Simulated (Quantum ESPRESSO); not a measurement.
# Simulated XPS, UPS and emission spectra of KF, part 2 of 13

What would valence photoemission of KF look like, and what sets its shape?

Quantum ESPRESSO 7.5; DFT, PBE, plane waves, ultrasoft GBRV pseudopotentials, scalar-relativistic (the session's first sound run).

So far. Step 2 (The base run: self-consistent run): At this level the gap is 6.17 eV on the k-mesh of the self-consistent run, which can miss the band edges.

### 3. The base run: levels for the DOS

The levels for the density of states are solved on the fixed potential, without another SCF cycle.

nscf.in reads:

```
&control
  calculation = 'nscf'
  prefix = 'pes'
  outdir = './tmp'
  pseudo_dir = './pp'
  verbosity = 'high'
/
&system
  ibrav = 0
  nat = 2
  ntyp = 2
  ecutwfc = 40.0
  ecutrho = 200.0
  occupations = 'smearing'
  nbnd = 16
  smearing = 'fd'
  degauss = 0.00147
/
&electrons
  conv_thr = 1.2e-08
  mixing_beta = 0.5
  electron_maxstep = 120
  diago_full_acc = .true.
/
ATOMIC_SPECIES
K 39.0983 k_pbe_v1.4.uspp.F.UPF
F 18.9984 f_pbe_v1.4.uspp.F.UPF
CELL_PARAMETERS angstrom
 0.000000000 2.671850000 2.671850000
 2.671850000 0.000000000 2.671850000
 2.671850000 2.671850000 0.000000000
ATOMIC_POSITIONS crystal
K 0.000000000 0.000000000 0.000000000
F 0.500000000 0.500000000 0.500000000
K_POINTS automatic
14 14 14 0 0 0
```

The run is started by

```
OMP_NUM_THREADS=1 mpirun -n 4 pw.x -nk 4 -in nscf.in > nscf.out
```

What it wrote:

```text
[banner, memory and clock lines left out]
Program PWSCF v.7.5 starts

          URL

     Atomic positions and unit cell read from directory:
     ./tmp/pes.save/

     Message from routine setup:
     using ibrav=0 with symmetry is DISCOURAGED, use correct ibrav instead

     G-vector sticks info

     bravais-lattice index     =            0
     lattice parameter (alat)  =       7.1405  a.u.
     unit-cell volume          =     257.4322 (a.u.)^3
     number of atoms/cell      =            2
     number of atomic types    =            2
     number of electrons       =        16.00
     number of Kohn-Sham states=           16
     kinetic-energy cutoff     =      40.0000  Ry
     charge density cutoff     =     200.0000  Ry
     Exchange-correlation=  SLA  PW   PBX  PBC
                           (   1   4   3   4   0   0   0)

     celldm(1)=   7.140456  celldm(2)=   0.000000  celldm(3)=   0.000000
     celldm(4)=   0.000000  celldm(5)=   0.000000  celldm(6)=   0.000000

     crystal axes: (cart. coord. in units of alat)
               a(1) = (   0.000000   0.707107   0.707107 )
               a(2) = (   0.707107   0.000000   0.707107 )
               a(3) = (   0.707107   0.707107   0.000000 )

     reciprocal axes: (cart. coord. in units 2 pi/alat)
               b(1) = ( -0.707107  0.707107  0.707107 )
               b(2) = (  0.707107 -0.707107  0.707107 )
               b(3) = (  0.707107  0.707107 -0.707107 )

     PseudoPot. # 1 for K  read from file:
     ./pp/k_pbe_v1.4.uspp.F.UPF
     Pseudo is Ultrasoft + core correction, Zval =  9.0
     Generated by new atomic code, or converted to UPF format
     Using radial grid of  841 points,  6 beta functions with:
                l(1) =   0
                l(2) =   0
                l(3) =   1
                l(4) =   1
                l(5) =   2
                l(6) =   2
     Q(r) pseudized with  6 coefficients,  rinner =    1.500   1.500   1.500
                                                       1.500   1.500

     PseudoPot. # 2 for F  read from file:
     ./pp/f_pbe_v1.4.uspp.F.UPF
     Pseudo is Ultrasoft, Zval =  7.0
     Generated by new atomic code, or converted to UPF format
     Using radial grid of  799 points,  4 beta functions with:
                l(1) =   0
                l(2) =   0
                l(3) =   1
                l(4) =   1
     Q(r) pseudized with  8 coefficients,  rinner =    0.950   0.950   0.950

     atomic species   valence    mass     pseudopotential
     K                 9.00    39.09830     K ( 1.00)
     F                 7.00    18.99840     F ( 1.00)

     48 Sym. Ops., with inversion, found

                                    s                        frac. trans.

      isym =  1     identity

 cryst.   s( 1) = (     1          0          0      )
                  (     0          1          0      )
                  (     0          0          1      )

 cart.    s( 1) = (  1.0000000 -0.0000000  0.0000000 )
                  ( -0.0000000  1.0000000  0.0000000 )
                  ( -0.0000000  0.0000000  1.0000000 )

      isym =  2     180 deg rotation - cart. axis [0,0,1]

 cryst.   s( 2) = (     0          1         -1      )
                  (     1          0         -1      )
                  (     0          0         -1      )

 cart.    s( 2) = ( -1.0000000  0.0000000  0.0000000 )
                  (  0.0000000 -1.0000000  0.0000000 )
                  (  0.0000000 -0.0000000  1.0000000 )

      isym =  3     180 deg rotation - cart. axis [0,1,0]

 cryst.   s( 3) = (     0         -1          1      )
                  (     0         -1          0      )
                  (     1         -1          0      )

 cart.    s( 3) = ( -1.0000000 -0.0000000 -0.0000000 )
                  (  0.0000000  1.0000000 -0.0000000 )
                  (  0.0000000  0.0000000 -1.0000000 )

      isym =  4     180 deg rotation - cart. axis [1,0,0]

 cryst.   s( 4) = (    -1          0          0      )
                  (    -1          0          1      )
                  (    -1          1          0      )

 cart.    s( 4) = (  1.0000000  0.0000000 -0.0000000 )
                  ( -0.0000000 -1.0000000 -0.0000000 )
                  ( -0.0000000 -0.0000000 -1.0000000 )

      isym =  5     180 deg rotation - cart. axis [1,1,0]

 cryst.   s( 5) = (    -1          0          1      )
[...]
cart.    s( 5) = ( -0.0000000  1.0000000 -0.0000000 )
[...]
isym =  6     180 deg rotation - cart. axis [1,-1,0]

 cryst.   s( 6) = (     0         -1          0      )
[...]
cart.    s( 6) = (  0.0000000 -1.0000000 -0.0000000 )
[...]
isym =  7      90 deg rotation - cart. axis [0,0,-1]

 cryst.   s( 7) = (     0          1          0      )
[...]
cart.    s( 7) = (  0.0000000  1.0000000  0.0000000 )
[...]
isym =  8      90 deg rotation - cart. axis [0,0,1]

 cryst.   s( 8) = (     1          0         -1      )
[...]
cart.    s( 8) = ( -0.0000000 -1.0000000  0.0000000 )
[...]
isym =  9     180 deg rotation - cart. axis [1,0,1]

 cryst.   s( 9) = (    -1          1          0      )
[...]
cart.    s( 9) = (  0.0000000  0.0000000  1.0000000 )
[...]
isym = 10     180 deg rotation - cart. axis [-1,0,1]

 cryst.   s(10) = (     0          0         -1      )
[...]
cart.    s(10) = ( -0.0000000  0.0000000 -1.0000000 )
[...]
isym = 11      90 deg rotation - cart. axis [0,1,0]

 cryst.   s(11) = (     0          0          1      )
[...]
cart.    s(11) = ( -0.0000000 -0.0000000  1.0000000 )
[...]
isym = 12      90 deg rotation - cart. axis [0,-1,0]

 cryst.   s(12) = (     1         -1          0      )
[...]
cart.    s(12) = (  0.0000000 -0.0000000 -1.0000000 )
[...]
isym = 13     180 deg rotation - cart. axis [0,1,1]

 cryst.   s(13) = (     1          0          0      )
[...]
cart.    s(13) = ( -1.0000000  0.0000000 -0.0000000 )
[...]
isym = 14     180 deg rotation - cart. axis [0,1,-1]

 cryst.   s(14) = (    -1          0          0      )
[...]
cart.    s(14) = ( -1.0000000 -0.0000000  0.0000000 )
[...]
isym = 15      90 deg rotation - cart. axis [-1,0,0]

 cryst.   s(15) = (     0         -1          1      )
[...]
cart.    s(15) = (  1.0000000 -0.0000000 -0.0000000 )
[...]
k = 0.1010 0.1010-0.1010 (  1092 PWs)   bands (ev):

   -24.6081 -17.1592  -7.9201  -7.8746  -7.8746   1.3332   1.4428   1.4428
     8.2424  11.8969  12.4677  12.4677  14.0202  14.0202  19.2722  23.7429

     occupation numbers
     1.0000   1.0000   1.0000   1.0000   1.0000   1.0000   1.0000   1.0000
     0.0000   0.0000   0.0000   0.0000   0.0000   0.0000   0.0000   0.0000

          k = 0.1515 0.1515-0.1515 (  1098 PWs)   bands (ev):

   -24.5893 -17.1766  -7.9761  -7.8822  -7.8822   1.1627   1.3720   1.3720
     8.8504  11.6858  12.7571  12.7571  14.2526  14.2526  19.8816  22.6159

     occupation numbers
     1.0000   1.0000   1.0000   1.0000   1.0000   1.0000   1.0000   1.0000
     0.0000   0.0000   0.0000   0.0000   0.0000   0.0000   0.0000   0.0000

          k = 0.2020 0.2020-0.2020 (  1095 PWs)   bands (ev):

[...]
occupation numbers
[...]
k = 0.2525 0.2525-0.2525 (  1095 PWs)   bands (ev):

[...]
occupation numbers
[...]
k = 0.3030 0.3030-0.3030 (  1101 PWs)   bands (ev):

[...]
occupation numbers
[...]
k =-0.3536-0.3536 0.3536 (  1104 PWs)   bands (ev):

[...]
occupation numbers
[...]
k = 0.1010-0.0000 0.0000 (  1087 PWs)   bands (ev):

[...]
occupation numbers
[...]
k = 0.1515 0.0505-0.0505 (  1099 PWs)   bands (ev):

[...]
occupation numbers
[...]
k = 0.2020 0.1010-0.1010 (  1100 PWs)   bands (ev):

[...]
occupation numbers
[...]
k = 0.2525 0.1515-0.1515 (  1091 PWs)   bands (ev):

[...]
occupation numbers
[...]
k = 0.3030 0.2020-0.2020 (  1099 PWs)   bands (ev):

[...]
occupation numbers
[...]
k = 0.3536 0.2525-0.2525 (  1103 PWs)   bands (ev):

[...]
occupation numbers
[...]
k =-0.3030-0.4041 0.4041 (  1100 PWs)   bands (ev):

[...]
occupation numbers
[...]
k =-0.2525-0.3536 0.3536 (  1104 PWs)   bands (ev):

[...]
occupation numbers
[...]
k =-0.2020-0.3030 0.3030 (  1105 PWs)   bands (ev):

[...]
k =-0.1515-0.2525 0.2525 (  1097 PWs)   bands (ev):

[...]
k =-0.1010-0.2020 0.2020 (  1100 PWs)   bands (ev):

[...]
k =-0.0505-0.1515 0.1515 (  1095 PWs)   bands (ev):

[...]
k = 0.0000-0.1010 0.1010 (  1099 PWs)   bands (ev):

[...]
k = 0.2020-0.0000 0.0000 (  1106 PWs)   bands (ev):

[...]
k = 0.2525 0.0505-0.0505 (  1103 PWs)   bands (ev):

[...]
k = 0.3030 0.1010-0.1010 (  1101 PWs)   bands (ev):

[...]
k = 0.3536 0.1515-0.1515 (  1098 PWs)   bands (ev):

[...]
k = 0.4041 0.2020-0.2020 (  1099 PWs)   bands (ev):

[...]
k =-0.2525-0.4546 0.4546 (  1101 PWs)   bands (ev):

[...]
k =-0.2020-0.4041 0.4041 (  1102 PWs)   bands (ev):

[...]
k =-0.1515-0.3536 0.3536 (  1105 PWs)   bands (ev):

[...]
k =-0.1010-0.3030 0.3030 (  1104 PWs)   bands (ev):

[...]
k =-0.0505-0.2525 0.2525 (  1096 PWs)   bands (ev):

[...]
k =-0.0000-0.2020 0.2020 (  1099 PWs)   bands (ev):

[...]
k = 0.3030-0.0000 0.0000 (  1098 PWs)   bands (ev):

[...]
k = 0.3536 0.0505-0.0505 (  1091 PWs)   bands (ev):

[...]
k =-0.2020-0.5051 0.5051 (  1098 PWs)   bands (ev):

[...]
k =-0.1515-0.4546 0.4546 (  1100 PWs)   bands (ev):

[...]
k =-0.1010-0.4041 0.4041 (  1100 PWs)   bands (ev):

[...]
k = 0.4041-0.0000 0.0000 (  1094 PWs)   bands (ev):

[...]
k = 0.0000-0.4041 0.4041 (  1117 PWs)   bands (ev):

[...]
k = 0.5556 0.0505-0.0505 (  1093 PWs)   bands (ev):

[...]
k = 0.0000-0.5051 0.5051 (  1119 PWs)   bands (ev):

[...]
k = 0.6061-0.0000 0.0000 (  1094 PWs)   bands (ev):

[...]
k =-0.7071 0.0000 0.0000 (  1106 PWs)   bands (ev):

[...]
k = 0.2020 0.1010 0.0000 (  1094 PWs)   bands (ev):

[...]
k = 0.2525 0.1515-0.0505 (  1097 PWs)   bands (ev):

[...]
k = 0.3030 0.2020-0.1010 (  1099 PWs)   bands (ev):

[...]
k = 0.3536 0.2525-0.1515 (  1102 PWs)   bands (ev):

[...]
k = 0.3030 0.1010 0.0000 (  1097 PWs)   bands (ev):

[...]
k = 0.3536 0.1515-0.0505 (  1095 PWs)   bands (ev):

[...]
k = 0.4041 0.2020-0.1010 (  1100 PWs)   bands (ev):

[...]
k = 0.4041 0.1010-0.0000 (  1091 PWs)   bands (ev):

[...]
k = 0.4546 0.1515-0.0505 (  1090 PWs)   bands (ev):

[...]
k = 0.5051 0.1010 0.0000 (  1085 PWs)   bands (ev):

[...]
k = 0.0000-0.4041 0.5051 (  1100 PWs)   bands (ev):

[...]
k = 0.0000-0.5051 0.6061 (  1102 PWs)   bands (ev):

[...]
k =-0.7071 0.1010 0.0000 (  1108 PWs)   bands (ev):

[...]
k = 0.4041 0.2020 0.0000 (  1093 PWs)   bands (ev):

[...]
k =-0.1010-0.4041 0.6061 (  1101 PWs)   bands (ev):

[...]
k =-0.0505-0.3536 0.5556 (  1102 PWs)   bands (ev):

[...]
k =-0.0000-0.3030 0.5051 (  1102 PWs)   bands (ev):

[...]
occupation numbers
[...]
k =-0.1010-0.5051 0.7071 (  1099 PWs)   bands (ev):

[...]
occupation numbers
[...]
k =-0.0505-0.4546 0.6566 (  1104 PWs)   bands (ev):

[...]
occupation numbers
[...]
k =-0.0000-0.4041 0.6061 (  1098 PWs)   bands (ev):

[...]
occupation numbers
[...]
k =-0.7071 0.2020-0.0000 (  1100 PWs)   bands (ev):

[...]
occupation numbers
[...]
k =-0.1010-0.4041 0.7071 (  1106 PWs)   bands (ev):

[...]
occupation numbers
[...]
k =-0.0505-0.3536 0.6566 (  1104 PWs)   bands (ev):

   -24.5088 -17.1870  -8.2469  -8.2376  -7.9551   1.0942   1.3330   1.3384
    11.2217  11.2858  12.7589  14.8895  15.4496  16.3492  17.3702  17.8410

     occupation numbers
     1.0000   1.0000   1.0000   1.0000   1.0000   1.0000   1.0000   1.0000
     0.0000   0.0000   0.0000   0.0000   0.0000   0.0000   0.0000   0.0000

          k =-0.7071 0.3030-0.0000 (  1104 PWs)   bands (ev):

   -24.5078 -17.1836  -8.2929  -8.2150  -7.9620   1.1236   1.3325   1.3654
    10.8982  11.6297  12.6593  14.8957  15.6286  16.4190  17.1704  17.8427

     occupation numbers
     1.0000   1.0000   1.0000   1.0000   1.0000   1.0000   1.0000   1.0000
     0.0000   0.0000   0.0000   0.0000   0.0000   0.0000   0.0000   0.0000

     the Fermi energy is     6.9441 ev
     (compare with:     6.9443 eV, computed in scf)

     XML data file, pseudopotentials, collected wavefunctions

                                        0.00s GPU  (    1548 calls)
```

Run time: 6.9 s. Hardware: 4 MPI ranks of Intel Xeon Platinum 8559C (Emerald Rapids), shared host; 27 s of CPU time.

(Continued in part 3 of 13.)

[Logs are printed without paths, hosts, clocks, repeated set-up lines and the standing remarks that a program may print on its own settings, such as how far it seeks lower states.]

[Hosts, paths, dates, database ids (printed as entryN), source tags and the programs' standing remarks are cut or masked in the printed files.]

[Maps of the electrostatic potential energy from Ansatz leave out the sawtooth potential of an applied field or a dipole correction, so their vacuum need not be flat; work functions include it.]

[Peak lists hold at most the 14 tallest peaks of each spectrum; further lines can be left out.]
